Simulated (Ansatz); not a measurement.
An Ansatz input:

```yaml
crystal:
  lattice:
    - [-1.7405083105, 1.7403958694, 1.2013602475]
    - [1.7403958694, -1.7405083105, 1.2013602475]
    - [2.85728536, 2.85728536, -1.2015661836]
  atoms:
    - { symbol: Cr, position: [0.9999690298, 3.09702e-05, 1.0], spin: 1.5 }
    - { symbol: Cr, position: [0.7500309702, 0.2499690298, 0.5], spin: -1.5 }
hamiltonian:
  xc: revpbe
  pseudopotentials:
    kind: paw
    azcp:
      Cr: "pseudopotentials/Cr.paw.azcp"
basis:
  ecutwfc: 420
  fft_grid_basis: typed
kpoints:
  mp_grid: { grid: [24, 24, 13], shift: [0, 0, 0] }
magnetization:
  spin_polarized: true
scf:
  occupations: { method: fermi_dirac, width: 0.05 }
```

Terminal output

```
Engine: ansatz 0.2.0, aarch64-unknown-linux-gnu
Pseudopotentials: kind: paw
Pseudopotential: Cr, paw, valence charge 14, recommended cutoff 420 eV (normal) 
Functional definition: revPBE
  parameter kappa = 1.245
  parameter beta = 0.06672455060314922
  exchange = pbe_x(kappa = kappa, mu = beta*pi^2/3)
  correlation = pbe_c(beta = beta)
Crystal: 2 atoms, lattice volume = 23.897 Å³
Basis set: ecut = 420 eV, 457 PW (Γ)
Bands: 20, of which v1, the nominal top of the filled ones, is band 14 counted from 1 (13 counted from 0)
Symmetry: 2 space group operations
Space group: C2 (ITA 5), of the structure as read, at distance tolerance 2.9e-5 Å
Magnetic group: BNS 15.88 (UNI 95), of the structure as read, at distance tolerance 2.9e-5 Å
k-points: 1957 of 7488 (time reversal used)
Non-local potential: Cr, projectors of the file, l = 0: 3, l = 1: 2, l = 2: 3, l = 3: 1
PAW form: soft (Blöchl's): semilocal exchange-correlation on the pseudo side does not see the compensation charge
PAW frozen core: Cr, regenerated for the run's functional, and the local potential with it (the file was generated under x = pbe(κ = 0.804, μ = 0.2195149727645171), c = pbe(β = 0.06672455060314922))
PAW one-centre angular grid: Cr, 590 points (default); XC on 64 Gauss nodes
Initial density: superposition of atomic densities (chi_scale 0.1, normalization cell)
Starting moments: Σ|m| = 3 μB on 2 of 2 sites
Starting magnetic order: antiferromagnet; an inversion exchanges its spin sublattices: spin-degenerate at every k-point
Initial wavefunctions: pseudopotential atomic-orbital guess
Functional: x = revpbe(κ = 1.245, μ = 0.2195149727645171), c = pbe(β = 0.06672455060314922)
SCF iter   1: F=—  HF=-6766.374954 eV  |F-HF|=—  |Δ(HF+E_count)|=         —  Δρ=1.51e-1 (↑1.51e-1 ↓1.51e-1)  dr2=1.04e1  dr2_m=2.11e0  M=-0.000 μB ∫|m|=0.491 μB  β_m=0.30  ethr=3.10e-3  ⟨swp⟩=3.6  Hψ=273429  notcnv=0  defer=2
Mixer restart at iter 1: flushing history
SCF iter   2: F=—  HF=-6762.844816 eV  |F-HF|=—  |Δ(HF+E_count)|=    3.53e0  Δρ=9.08e-2 (↑9.08e-2 ↓9.08e-2)  dr2=3.23e0  dr2_m=9.61e-1  M=0.000 μB ∫|m|=0.523 μB  β_m=0.49  ethr=3.10e-3  ⟨swp⟩=2.0  Hψ=176827  notcnv=0  defer=2498
SCF iter   3: F=—  HF=-6761.474344 eV  |F-HF|=—  |Δ(HF+E_count)|=    1.37e0  Δρ=2.31e-2 (↑2.31e-2 ↓2.31e-2)  dr2=5.78e-2  dr2_m=8.94e-2  M=0.000 μB ∫|m|=0.430 μB  β_m=0.70  ethr=3.10e-3  ⟨swp⟩=2.5  Hψ=153658  notcnv=0  defer=2444
SCF iter   4: F=—  HF=-6761.497119 eV  |F-HF|=—  |Δ(HF+E_count)|=   2.28e-2  Δρ=8.11e-3 (↑8.11e-3 ↓8.11e-3)  dr2=3.96e-4  dr2_m=1.42e-2  M=-0.000 μB ∫|m|=0.188 μB  β_m=0.85  ethr=2.07e-4  ⟨swp⟩=2.6  Hψ=184764  notcnv=0  defer=1174
SCF iter   5: F=—  HF=-6761.499419 eV  |F-HF|=—  |Δ(HF+E_count)|=   2.30e-3  Δρ=1.42e-3 (↑1.42e-3 ↓1.42e-3)  dr2=7.09e-4  dr2_m=2.13e-4  M=-0.000 μB ∫|m|=0.034 μB  β_m=0.84  ethr=1.42e-6  ⟨swp⟩=2.2  Hψ=156757  notcnv=0  defer=1174
SCF iter   6: F=—  HF=-6761.499852 eV  |F-HF|=—  |Δ(HF+E_count)|=   4.33e-4  Δρ=1.12e-3 (↑1.12e-3 ↓1.11e-3)  dr2=3.13e-4  dr2_m=1.68e-4  M=-0.000 μB ∫|m|=0.021 μB  β_m=0.92  ethr=1.42e-6  ⟨swp⟩=1.5  Hψ=105411  notcnv=0  defer=1174
SCF iter   7: F=—  HF=-6761.499823 eV  |F-HF|=—  |Δ(HF+E_count)|=   2.98e-5  Δρ=1.56e-4 (↑1.05e-4 ↓1.56e-4)  dr2=6.23e-6  dr2_m=2.12e-6  M=-0.000 μB ∫|m|=0.002 μB  β_m=0.90  ethr=1.12e-6  ⟨swp⟩=3.0  Hψ=139611  notcnv=0  defer=1174
SCF iter   8: F=—  HF=-6761.499822 eV  |F-HF|=—  |Δ(HF+E_count)|=   5.34e-7  Δρ=1.48e-4 (↑1.19e-4 ↓1.48e-4)  dr2=2.36e-5  dr2_m=6.56e-8  M=-0.000 μB ∫|m|=0.001 μB  β_m=0.90  ethr=2.23e-8  ⟨swp⟩=2.3  Hψ=127865  notcnv=0  defer=1174
SCF iter   9: F=—  HF=-6761.499821 eV  |F-HF|=—  |Δ(HF+E_count)|=   1.20e-6  Δρ=3.42e-5 (↑3.42e-5 ↓3.00e-5)  dr2=1.50e-7  dr2_m=1.86e-7  M=0.000 μB ∫|m|=0.001 μB  β_m=0.94  ethr=2.23e-8  ⟨swp⟩=2.1  Hψ=104317  notcnv=0  defer=1174
SCF iter  10: F=—  HF=-6761.499821 eV  |F-HF|=—  |Δ(HF+E_count)|=   6.50e-8  Δρ=3.67e-6 (↑3.67e-6 ↓1.86e-6)  dr2=3.17e-9  dr2_m=1.19e-9  M=0.000 μB ∫|m|=0.000 μB  β_m=0.93  ethr=5.35e-10  ⟨swp⟩=2.9  Hψ=135649  notcnv=0  defer=1174
SCF iter  11: F=—  HF=-6761.499821 eV  |F-HF|=—  |Δ(HF+E_count)|=  1.86e-10  Δρ=4.42e-7 (↑4.41e-7 ↓4.42e-7)  dr2=4.27e-11  dr2_m=3.16e-11  M=0.000 μB ∫|m|=0.000 μB  β_m=0.97  ethr=1.13e-11  ⟨swp⟩=2.0  Hψ=102292  notcnv=0  defer=1174
SCF iter  12: F=-6761.499821 eV  HF=-6761.499821 eV  |F-HF|=4.55e-12  |Δ(HF+E_count)|=  5.18e-11  Δρ=8.32e-8 (↑8.32e-8 ↓7.45e-8)  dr2=4.32e-12  dr2_m=3.17e-13  M=0.000 μB ∫|m|=0.000 μB  ethr=1.00e-12  ⟨swp⟩=2.2  Hψ=213889  notcnv=0
SCF 1 converged in 12 iterations: F = -6761.499821 eV  dr2 = 4.32e-12
WARN: the starting moments were not kept: the SCF closed with an absolute magnetisation of 1.6e-6 μB, where they sum to 3 μB in size (2 sites). That is at most 0.1 of that sum. Measured as dr2_m measures the in/out step, that magnetisation stands 1.0e-12 eV from none, at or under the dr2_threshold of 1.0e-7 eV: it is no larger than a step whose dr2_m would equal this threshold. The system may hold no moment; this SCF shows only that its start led to no more than that. To try another start: raise the starting moments (crystal.atoms[].spin, magnetization.per_species, magnetization.initial_magnetization, or on a non-collinear deck that types none of these the spinor_matrix: blocks that start its atoms; where the total moment is fixed, keep their sum and leave initial_magnetization as it is; typed ones take the place of any that the run laid by itself, positive ones on a crystal's lanthanoids without a Hubbard term where scf.initial_density.shell_occupations: [] is typed) or, if the notice of its spin-set hold's release reads "site moments contracting" or "site moments show no strong build", lengthen the hold (scf.mixing.spin_hold: { on: { confirm: 4 } }; for m-r²SCAN on two components see the key's manual first). Each may lead to a state that holds a moment. A second SCF, from the converged charge density, with the starting moments and any scf.initial_density.shell_occupations laid on it anew, would have followed, and was not run: the deck does not ask for one (magnetization.retry_lost_moments is false, the default). To let it run, set magnetization.retry_lost_moments: true and run the deck again, where that key's refused combinations let it; where memory then withholds it, that run's warning says so.
SCF converged after 12 iterations
Magnetization: 0.0000 μB (14.0000 up, 14.0000 down)
Absolute magnetization: 0.0000 μB (∫|ρ↑−ρ↓|, with the PAW one-centre terms)
Spin contamination: 0.0000 ħ² per cell (⟨S²⟩ above its minimum at these occupations)
Per-site moments (μB) at R_I (Å): [(-6.521519818994838e-7, 0.9911222063580554), (6.560213049240977e-7, 0.9911222063580554)]
Free energy (F): -6761.499821 eV
Harris-Foulkes:  -6761.499821 eV  (|F-HF|=4.55e-12)
Internal energy: -6761.486075 eV  (E = F + TS)
E sigma→0 (E₀):  -6761.492948 eV
Entropy (-TS):   -0.013746 eV (-6.873 meV/atom)
Fermi energy:    18.613393 eV
--- Per-component energies (eV) ---
  E_band       = -306.567461
  E_kinetic    = 686.142994
  E_local      = -2425.148116  (includes V_loc(G=0)·N_el)
  E_nonlocal   = 155.955385
  E_hartree    = 1055.859123
  E_xc         = -280.123931
  E_vxc        = -357.011369  (∫ρ·V_xc dr)
  E_paw        = -2396.206968  (= ΣΔE_a)
  E_vpaw       = -478.225336  (= ΣTr[D̂ρ^β])
  E_aug_tail   = 0.000805  (compensation charges beyond the density's cutoff)
  E_ewald      = -3557.892519
  E_core_change = -0.072849  (= ΣΔE_core)
  E_smearing   = -0.013746  (= −TS)
  E_closure    = 0.000000  (closes the sum)
  Σ components = -6761.499821   (vs F -6761.499821, Δ=0.00e0)
--- Band table (eV; the first three rows and the last of 3914) ---
  k-point 0 ↑: bands = ["-53.1635", "-52.9491", "-24.7978", "-24.2583", "-24.0108", "-23.9194", "-23.9147", "-23.8360", "11.0154", "14.5947", "16.9463", "17.1428", "17.8961", "19.0690", "19.3608", "19.3670", "19.9647", "20.1446", "20.1811", "21.2277"]
  k-point 1 ↑: bands = ["-53.1605", "-52.9523", "-24.7844", "-24.2554", "-24.0170", "-23.9167", "-23.9140", "-23.8505", "11.0799", "14.5920", "16.9460", "17.1320", "17.9221", "18.9953", "19.3710", "19.4068", "19.7836", "20.1090", "20.1991", "21.2073"]
  k-point 2 ↑: bands = ["-53.1514", "-52.9616", "-24.7446", "-24.2471", "-24.0336", "-23.9121", "-23.9106", "-23.8931", "11.2710", "14.5730", "16.9500", "17.1038", "17.9998", "18.8196", "19.2426", "19.4761", "19.4824", "20.0020", "20.2511", "21.1519"]
  k-point 1956 ↓: bands = ["-53.0048", "-53.0048", "-24.7501", "-24.7501", "-24.0277", "-24.0276", "-23.9674", "-23.9673", "14.5510", "14.5511", "16.2492", "16.2493", "19.1717", "19.1722", "19.9456", "19.9457", "20.7941", "20.7941", "21.1579", "21.1584"]
```

Command:

```sh
ansatz run input.yaml --threads 2 --pin off --max-ram 5120MiB --backend cpu --events-out ev --progress --plain --runs-dir out
```

On 2 threads of Arm Neoverse V1 (shared host) this took about 420 s of wall time and 830 s of CPU time, with 2.6 GiB at the peak.
